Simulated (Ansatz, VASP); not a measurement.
# TaAl35N36 (Ta_Al): VASP beside Ansatz, part 2 of 2

One calculation is typed for both programs; each brings its own data sets. How far apart do they land? Of the first pair: The structure shown is the start of the Ansatz relaxation below; VASP solves that cell, so the two are compared at the walk's first step.

VASP 6.6.1 and Ansatz 0.2.0.

So far: Set-up; Ansatz: relaxation, r2SCAN.

## 3. VASP: single point, r2SCAN, start cell, pair 1

Level of this step: r2SCAN, spin-polarised from a ferromagnetic start; plane waves and PAW (Al, N, Ta_pv) (VASP).

The same cell, functional and mesh now go to VASP, with its own data sets.

Lines of VASP's logs that name or quote its potential files are left out, and so is its time.

Contents of INCAR:

```
SYSTEM = TaAl35N36
PREC = Accurate
ENCUT = 580
EDIFF = 1E-06
NELM = 200
ISMEAR = 0
SIGMA = 0.01
LREAL = Auto
ALGO = Normal
METAGGA = R2SCAN
LASPH = .TRUE.
NELECT = 297
NBANDS = 200
ISPIN = 2
MAGMOM = 0 -0.01 0 0 0 0 0 -0 0 -0 0 -0 0 -0.01 -0 0 0 0 0 0 0 -0 0 0 0 -0 -0 0 0 0 -0 0 0 0 0 -0.03 0 0 -0.01 0.03 -0 0 0 -0 -0 0 0 -0 0 -0 -0.01 0.02 0.01 0 -0.01 0 0 -0 0 0 -0 -0 -0 0 -0 0 -0 0 0 0 0 0.43
LMAXMIX = 4
LORBIT = 11
LWAVE = .FALSE.
LCHARG = .FALSE.
ISIF = 2
ISYM = 0
NUPDOWN = 1
GGA_COMPAT = .FALSE.
LMIXTAU = .TRUE.
NCORE = 2
```

Contents of POSCAR:

```
TaAl35N36
1.0
    9.3195655359      0.0000000860      0.0000000000
   -4.6597828424      8.0709804634      0.0000000000
    0.0000000000      0.0000000000      9.9564777190
Al N Ta
35 36 1
Direct
    0.2239986849      0.1148651003      0.2535954050
    0.1075945298      0.2228430609      0.5030850408
    0.2217035644      0.1161961654      0.7497347165
    0.1146568335      0.2205302067      0.9970641506
    0.2197597325      0.4383445106      0.2489187512
    0.1172219356      0.5594772544      0.4997553493
    0.2212752329      0.4398050518      0.7526715985
    0.1062975604      0.5559501737      0.9978359095
    0.2249592251      0.7797205072      0.2540746910
    0.1122692927      0.8875478045      0.4950073850
    0.2220646841      0.7728994029      0.7473613872
    0.1128296444      0.8932378195      0.0031525487
    0.5543585002      0.1075263354      0.2536592831
    0.4449935291      0.2231739960      0.4946398856
    0.5595465512      0.1166837110      0.7514836282
    0.4472634632      0.2189104495      0.0002848679
    0.5582873596      0.4475027499      0.2538213886
    0.5519244458      0.4382841674      0.7497301968
    0.4405159326      0.5559838712      0.9964295889
    0.5582798761      0.7747607593      0.2514830114
    0.4464734041      0.8885907969      0.4950186340
    0.5608258413      0.7776332727      0.7500459711
    0.4383984517      0.8851075770      0.0004350214
    0.8945928999      0.1159691722      0.2501615602
    0.7837915032      0.2249302846      0.5007745852
    0.8898659513      0.1122455850      0.7446796155
    0.7723207259      0.2198859162      0.9972531733
    0.8887154507      0.4390464008      0.2489064979
    0.7785153616      0.5509531281      0.4978102839
    0.8916490597      0.4416789186      0.7473311557
    0.7795087871      0.5590475598      0.9954536413
    0.8923755568      0.7758405502      0.2472861457
    0.7808987660      0.8932137756      0.4961199271
    0.8878855833      0.7789006493      0.7448852103
    0.7739182505      0.8827653549      0.9997473284
    0.2274137142      0.1146233701      0.4377957871
    0.1054599787      0.2212779475      0.1914625889
    0.2201807740      0.1143961363      0.9428956971
    0.1155969478      0.2255374051      0.6870834439
    0.2243047425      0.4495940731      0.4431516973
    0.1157095631      0.5612061646      0.1916160568
    0.2170048099      0.4392956962      0.9391027895
    0.1082815545      0.5577129088      0.6874354760
    0.2178129358      0.7754247467      0.4368734730
    0.1159593960      0.8898138241      0.1876048993
    0.2182300110      0.7778001706      0.9437414782
    0.1118092273      0.8871255510      0.6949797102
    0.5505612031      0.1109603668      0.4423995236
    0.4408925659      0.2163908053      0.1888112496
    0.5528464134      0.1050187095      0.9412522445
    0.4432596052      0.2163712290      0.6901369334
    0.5532524215      0.4389988265      0.4427601934
    0.4423420000      0.5569436058      0.1862629589
    0.5545251928      0.4392730187      0.9380475971
    0.4421723998      0.5593461640      0.6911473308
    0.5609953530      0.7805578245      0.4379961592
    0.4479419852      0.8921380735      0.1942980293
    0.5582603501      0.7743219031      0.9407924433
    0.4473140871      0.8871608591      0.6937214339
    0.8943538200      0.1149414160      0.4425284849
    0.7738726321      0.2244191944      0.1907329131
    0.8887475201      0.1077768590      0.9443825683
    0.7801046514      0.2267117287      0.6869388144
    0.8879000470      0.4487354343      0.4425225591
    0.7825372534      0.5591340424      0.1934107678
    0.8840376785      0.4402520784      0.9377488971
    0.7740882903      0.5494147772      0.6900752650
    0.8843081829      0.7742684984      0.4435809655
    0.7756867743      0.8827955867      0.1902515180
    0.8829701661      0.7762527679      0.9410284705
    0.7783196155      0.8840376910      0.6918264867
    0.4469175527      0.5546484695      0.4954575442
```

Contents of KPOINTS:

```
Points of the shifted mesh
1
Reciprocal
 0.2500000000  0.2500000000  0.2500000000 1
```

The projector-augmented-wave data sets are Al, N and Ta_pv (PBE family, release 64).

Run with:

```
$ mpirun -np 8 vasp_std
```

Numbers of over 12 decimals in the logs are rounded to 6 here.

The log of the run:

```text
[banner, memory and clock lines left out]
running    8 mpi-ranks, on    1 nodes
[...]
|                                                                             |
|               ----> ADVICE to this user running VASP <----                  |
|                                                                             |
|     You enforced a specific xc type in the INCAR file but a different       |
|     [... a line on the potential file left out ...]
|     I HOPE YOU KNOW WHAT YOU ARE DOING!                                     |
|                                                                             |

 LDA part: xc-table for (None), standard interpolation
 POSCAR, INCAR and KPOINTS ok, starting setup
[...]
entering main loop
       N       E                     dE             d eps       ncg     rms          rms(c)
DAV:   1     0.128450548608E+04    0.12845E+04   -0.15452E+05   800   0.153E+03
DAV:   2    -0.716921124498E+03   -0.20014E+04   -0.19271E+04   992   0.316E+02
DAV:   3    -0.874144659772E+03   -0.15722E+03   -0.15524E+03   960   0.947E+01
DAV:   4    -0.877089782835E+03   -0.29451E+01   -0.29188E+01   960   0.131E+01
DAV:   5    -0.877151572917E+03   -0.61790E-01   -0.61651E-01   960   0.176E+00BRMIX: very serious problems
 the old and the new charge density differ
 old charge density:   296.00000 new  297.00000
    0.656E+01
DAV:   6    -0.743583157195E+03    0.13357E+03   -0.34289E+02   944   0.361E+01    0.281E+01
DAV:   7    -0.715600952223E+03    0.27982E+02   -0.32458E+01   944   0.142E+01    0.179E+01
DAV:   8    -0.714260572891E+03    0.13404E+01   -0.49094E+00   920   0.684E+00    0.845E+00
DAV:   9    -0.711290398269E+03    0.29702E+01   -0.50307E+00   832   0.614E+00    0.233E+00
[...]
DAV:  24    -0.714937155892E+03   -0.76642E-05   -0.13645E-04   944   0.182E-02    0.532E-03
DAV:  25    -0.714937157084E+03   -0.11923E-05   -0.90292E-06   952   0.678E-03    0.333E-03
DAV:  26    -0.714937157469E+03   -0.38476E-06   -0.23369E-06   568   0.253E-03
   1 F= -.71493716E+03 E0= -.71493716E+03  d E =-.104174E-18  mag=     1.0000
```

From OUTCAR (step 3):

```text
  FREE ENERGIE OF THE ION-ELECTRON SYSTEM (eV)
  ---------------------------------------------------
  free  energy   TOTEN  =      -714.9371574690 eV

  energy  without entropy=     -714.9371574690  energy(sigma->0) =     -714.93715747

 magnetization (x)
# of ion       s       p       d       tot
------------------------------------------
    1       -0.000  -0.000   0.000  -0.001
    2       -0.001  -0.008   0.000  -0.009
    3       -0.000   0.000   0.000  -0.000
    4        0.000   0.001   0.000   0.001
    5        0.005   0.002   0.000   0.007
    6        0.005   0.011   0.000   0.016
    7        0.003   0.007   0.000   0.009
    8       -0.000  -0.000   0.000  -0.000
    9        0.000   0.001   0.000   0.001
   10       -0.001  -0.002   0.000  -0.002
   11        0.001   0.002   0.000   0.002
   12       -0.000  -0.000   0.000  -0.000
   13        0.000   0.001   0.000   0.001
[...]
--------------------------------------------------
tot          0.029   0.072   0.574   0.675
```

The cell is charged against a uniform background.

The run ends at a pressure of 6.59 GPa, with forces up to 6.0 eV/Å.

## 4. Side by side

Known differences besides the potentials themselves: VASP starts from the moments at which Ansatz ended; VASP keeps PBE cores, Ansatz makes them for the functional; fixed occupations in Ansatz, narrow Gaussian smearing in VASP; the cutoff is 500 eV in Ansatz and 580 eV in VASP (PREC = Accurate, projectors in real space). Total energies have different zeros and are not compared.

Forces on 7 of the 72 atoms, those with the largest forces and the largest differences (eV/Å; atoms numbered as in POSCAR):

```
atom          Ansatz x, y, z            VASP x, y, z
 Al2    1.923, 1.053, -0.437    1.936, 1.063, -0.437
Al24  -1.484, -1.347, -0.171  -1.498, -1.362, -0.170
 N40  -4.264, -2.826, -2.436  -4.396, -2.927, -2.523
 N52   5.096, -1.631, -2.244   5.230, -1.692, -2.306
 N55    0.742, -0.748, 4.529    0.758, -0.758, 4.657
 N56   -0.333, 4.656, -1.311   -0.312, 4.800, -1.394
 N64   1.541, -0.903, -0.961   1.551, -0.911, -0.973
```

The forces differ by 25 meV/Å r.m.s., which is 2.4 % of the r.m.s. force of 1.031 eV/Å (both taken over all components). Moments aren't recorded for both runs of this pair, so they may hold unlike magnetic states. The cell carries a charge of -1 e against a uniform background, so its pressure also hangs on how the neutralising background is counted, and in a defect's cell a gap may be the spacing between its levels.

## 5. Ansatz: relaxation, r2SCAN

This run makes the geometry at which the two programs are then compared.

The structure compared here is the end of the Ansatz relaxation.

This is the run of step 2 again, met here at its other cell.

## 6. VASP: single point, r2SCAN, relaxed atoms in a fixed cell, pair 2

The same cell, functional and mesh now go to VASP, with its own data sets.

INCAR is that of step 3.

Contents of POSCAR:

```
TaAl35N36
1.0
    9.3195655372      0.0000000854      0.0000000000
   -4.6597828426      8.0709804647      0.0000000000
    0.0000000000      0.0000000000      9.9564777200
Al N Ta
35 36 1
Direct
    0.2224206414      0.1107721569      0.2490596358
    0.1177239146      0.2249685103      0.5034267378
    0.2223821262      0.1109485119      0.7502616571
    0.1104241052      0.2208144350      0.9980916521
    0.2141717684      0.4401032027      0.2450637369
    0.1064657696      0.5557381720      0.5016270167
    0.2260588197      0.4452786630      0.7486501732
    0.1106778077      0.5557442412      0.9978679666
    0.2222131099      0.7768201374      0.2502433374
    0.1108069452      0.8879889568      0.4992755817
    0.2227391500      0.7778034675      0.7499494932
    0.1110231098      0.8881939458      0.0002619181
    0.5545000595      0.1105552553      0.2527585744
    0.4410299960      0.2245913411      0.5034690462
    0.5566604103      0.1111507054      0.7506819213
    0.4443037545      0.2207207006      0.9979765343
    0.5599442469      0.4399466469      0.2449381811
    0.5532078884      0.4451411889      0.7486608778
    0.4446784199      0.5553848484      0.0017831430
    0.5580170494      0.7821139156      0.2518353670
    0.4454220380      0.8929076037      0.5025212765
    0.5556742251      0.7772999650      0.7502548956
    0.4444932079      0.8888304234      0.0004232231
    0.8901355803      0.1106608517      0.2528547673
    0.7778812115      0.2215557680      0.4988237477
    0.8884631053      0.1111642857      0.7507452243
    0.7777760155      0.2216001243      0.0017632231
    0.8895163714      0.4450161901      0.2506698924
    0.7832186920      0.5555288730      0.5016359313
    0.8885296440      0.4429414695      0.7498964974
    0.7789708699      0.5556926321      0.9978127293
    0.8884996955      0.7768257864      0.2502944010
    0.7811807644      0.8929963940      0.5024451306
    0.8888930295      0.7776978380      0.7498910296
    0.7782225978      0.8888340520      0.0004647471
    0.2197060286      0.1058048928      0.4379154989
    0.1096263843      0.2186681414      0.1870076284
    0.2215580785      0.1097390254      0.9401348742
    0.1098343536      0.2206770445      0.6945956532
    0.1881696955      0.4319712414      0.4296118717
    0.1097582054      0.5567193818      0.1863757988
    0.2223289747      0.4444723556      0.9420494280
    0.1112627289      0.5551094241      0.6919269078
    0.2222098241      0.7774490440      0.4413457380
    0.1109538896      0.8875453984      0.1900943316
    0.2223049051      0.7783019759      0.9398740318
    0.1112671724      0.8882033529      0.6902140966
    0.5534567697      0.1116876584      0.4424823583
    0.4434722144      0.2185022812      0.1867866232
    0.5566617447      0.1107211043      0.9409481492
    0.4450568798      0.2205575641      0.6945526401
    0.5774386019      0.4314342310      0.4295058228
    0.4444931752      0.5544546111      0.1974831724
    0.5555767405      0.4444114884      0.9419687418
    0.4466993386      0.5587436199      0.6963194543
    0.5668133726      0.8002604680      0.4398231126
    0.4438693567      0.8887410643      0.1901223937
    0.5556914190      0.7779522465      0.9430749660
    0.4447829290      0.8893355339      0.6927404758
    0.8921342743      0.1118613106      0.4425004999
    0.7779802924      0.2214956332      0.1925189127
    0.8875958420      0.1107136131      0.9410474444
    0.7780511698      0.2216849244      0.6902922913
    0.8894042156      0.4448981392      0.4405373449
    0.7814386062      0.5567593640      0.1863063312
    0.8882256153      0.4429560666      0.9396222448
    0.7783302718      0.5549433914      0.6919479208
    0.8882851217      0.7773034761      0.4414353033
    0.7792850651      0.8888474724      0.1902518942
    0.8893578262      0.7782721507      0.9398793252
    0.7789779292      0.8893436808      0.6926736597
    0.4371225124      0.5398563232      0.4692056944
```

KPOINTS is that of step 3.

Run with:

```
$ mpirun -np 8 vasp_std
```

The log of the run:

```text
[banner, memory and clock lines left out]
running    8 mpi-ranks, on    1 nodes
[...]
[... a notice as in an earlier step ...]

 LDA part: xc-table for (None), standard interpolation
 POSCAR, INCAR and KPOINTS ok, starting setup
[...]
entering main loop
       N       E                     dE             d eps       ncg     rms          rms(c)
DAV:   1     0.127284646498E+04    0.12728E+04   -0.15453E+05   800   0.153E+03
DAV:   2    -0.724874982256E+03   -0.19977E+04   -0.19215E+04  1000   0.315E+02
DAV:   3    -0.877826651016E+03   -0.15295E+03   -0.15130E+03   960   0.926E+01
DAV:   4    -0.880605858775E+03   -0.27792E+01   -0.27568E+01   960   0.129E+01
DAV:   5    -0.880662140436E+03   -0.56282E-01   -0.56176E-01   968   0.174E+00BRMIX: very serious problems
 the old and the new charge density differ
 old charge density:   296.00000 new  297.00000
    0.579E+01
DAV:   6    -0.747598234254E+03    0.13306E+03   -0.34931E+02   944   0.355E+01    0.255E+01
DAV:   7    -0.719614799160E+03    0.27983E+02   -0.24808E+01   928   0.124E+01    0.157E+01
DAV:   8    -0.729377292061E+03   -0.97625E+01   -0.55015E+00   864   0.744E+00    0.765E+00
DAV:   9    -0.713976060195E+03    0.15401E+02   -0.67924E+00   848   0.704E+00    0.257E+00
[...]
DAV:  20    -0.719587794697E+03   -0.46371E-05   -0.18072E-06   664   0.457E-03    0.268E-03
DAV:  21    -0.719587792807E+03    0.18891E-05   -0.43326E-07   504   0.216E-03    0.140E-03
DAV:  22    -0.719587792380E+03    0.42760E-06   -0.34129E-07   496   0.185E-03
   1 F= -.71958779E+03 E0= -.71958779E+03  d E =-.145192E-38  mag=     1.0000
```

Parts of OUTCAR (step 6):

```text
  FREE ENERGIE OF THE ION-ELECTRON SYSTEM (eV)
  ---------------------------------------------------
  free  energy   TOTEN  =      -719.5877923798 eV

  energy  without entropy=     -719.5877923798  energy(sigma->0) =     -719.58779238

 magnetization (x)
# of ion       s       p       d       tot
------------------------------------------
    1       -0.000   0.000   0.000   0.000
    2        0.000  -0.012   0.000  -0.011
    3        0.000   0.000   0.000   0.000
    4        0.000   0.000   0.000   0.000
    5        0.001   0.001   0.000   0.002
    6        0.003   0.004   0.000   0.007
    7        0.001   0.002   0.000   0.003
    8       -0.000  -0.000   0.000  -0.000
    9        0.000   0.000   0.000   0.001
   10       -0.001  -0.001   0.000  -0.002
   11        0.000   0.000   0.000   0.000
   12       -0.000  -0.000   0.000  -0.001
   13        0.000   0.000   0.000   0.000
[...]
--------------------------------------------------
tot         -0.001   0.005   0.816   0.820
```

The run ends at a pressure of 4.43 GPa, with forces up to 0.069 eV/Å.

## 7. Comparison

What differs besides the data sets and the points named for the pairs above, as far as they apply: site moments are counted in spheres of each program's own size. Total energies have different zeros and are not compared.

Both answers:

```csv
quantity,Ansatz,VASP,difference
"total moment, fixed by the input (μB)",1.00,1.00,0.00
moment on Ta72 (μB),0.43,0.80,-0.37
```

The largest component of a force difference here is 56 meV/Å. The cell carries a charge of -1 e against a uniform background, so its pressure also hangs on how the neutralising background is counted, and in a defect's cell a gap may be the spacing between its levels. The total moments and the pattern agree; the site moments differ because the programs count them in spheres of different size.

## 8. What came out

| Property | Result |
| --- | --- |
| r.m.s. force difference (single point, r2SCAN, start cell, pair 1) | 2.4 % of the r.m.s. force |
| difference in moment on Ta72 (single point, r2SCAN, relaxed atoms in a fixed cell, pair 2) | -0.37 μB |
| r.m.s. force difference (single point, r2SCAN, relaxed atoms in a fixed cell, pair 2) | 8.7 meV/Å |

In words: The r.m.s. force difference is 2.4 % of the r.m.s. force (single point, r2SCAN, start cell, pair 1), within the 3 % picked in this series as the mark of a large difference. The data sets hold unlike numbers of valence electrons (299 in Ansatz and 297 in VASP), so part of the differences may come from the potentials. How closely two codes agree says nothing of how well the functional describes the real material.

[Lines on the potential files, build, host, timing and source positions are cut from VASP's logs without a mark.]

[Logs are printed without paths, hosts, clocks, repeated set-up lines and the standing remarks that a program may print on its own settings, such as how far it seeks lower states.]

[Hosts, paths, dates, database ids (printed as entryN), source tags and the programs' standing remarks are cut or masked in the printed files.]
